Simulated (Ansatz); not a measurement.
# A film clamped to a substrate in Ti

Computed with DFT r2SCAN, scalar-relativistic, plane waves, PAW (Ansatz). The runs took a 500 eV cutoff, a Γ-centred 26×26×26 mesh and Gaussian smearing (0.15 eV). No spin polarisation. Energies are free energies at this smearing, counted from the undisturbed cell; pressure is positive in compression.

Zero of the scan (relaxed at this level; this fcc form isn't the usual structure):

```yaml
crystal:
  lattice:
    - [0.00000, 2.05515, 2.05515]
    - [2.05515, 0.00000, 2.05515]
    - [2.05515, 2.05515, 0.00000]
  atoms:
    - { symbol: Ti, position: [0.00000, 0.00000, 0.00000] }
```

The cell (1 atom, V0 = 17.36 Å³) is strained by p along both x and y and by q along z, fractional coordinates fixed. τp = (1/V0) ∂E/∂p = (σxx + σyy)(1 + p)(1 + q) and τq = (1/V0) ∂E/∂q = σzz(1 + p)², with tension positive.

```
     p q  ΔE (meV/atom)  τp (GPa)  τq (GPa)
 0.000   0.000           0.00     -0.08     -0.04
-0.025   0.000          16.74    -12.53     -5.34
 0.025   0.000          15.03     10.94      4.71
 0.000  -0.025           4.78     -5.24     -3.53
 0.000   0.025           4.32      4.79      3.18
```

Question: Get the second derivatives of the energy density.

Answer: Central differences give A = ∂τp/∂p = 469 GPa (C11 + C22 + 2 C12), C = ∂τq/∂q = 134 GPa (C33) and the cross term B = ∂τq/∂p = 201 GPa (C13 + C23); ∂τp/∂q = 201 GPa must equal B, and any difference shows higher-order terms. The ions are clamped. In a cubic crystal C11 = C = 134, C12 = B/2 = 100 GPa and A should be 2(C11 + C12) = 470 GPa; the bulk modulus is (C11 + 2 C12)/3 = 112 GPa.

Question: A film of this crystal grows with z along the normal on a substrate that imposes p. How does its thickness respond, and what does the misfit cost?

Answer: Count p and q from the stress-free cell. A free surface needs τq = 0, so q = −(B/C) p = -1.49 p. The energy density left is (A − B²/C) p²/2 = M p², with the biaxial modulus M = 85 GPa; a misfit of 1 % costs 0.92 meV/atom, against 2.54 meV/atom if the thickness were held.

In a metal these slopes depend on the k mesh and the smearing.

The film responds mainly by changing shape: in-plane stretching thins it by 1.49 times the imposed strain, which offsets much, but not all, of the area change. This follows from C11 (134 GPa) lying only modestly above C12 (100 GPa), so a tetragonal distortion at fixed volume is much easier than a change of volume. In a metal, compression raises the electrons' kinetic energy and the overlap repulsion, whereas a volume-conserving distortion largely keeps the mean density and trades shorter neighbour distances for longer ones. The soft direction is also that of the Bain path linking fcc to bcc, and partial filling of the Ti d band probably contributes to the weak resistance along it. Free thickness relaxation therefore removes most of the misfit energy. For both strain types compression costs more than equal extension, as expected from anharmonic repulsion. The positive tetragonal stiffness supports resistance to small distortions of this kind only; resistance to C44 shear and the energetic competition with hcp remain open.
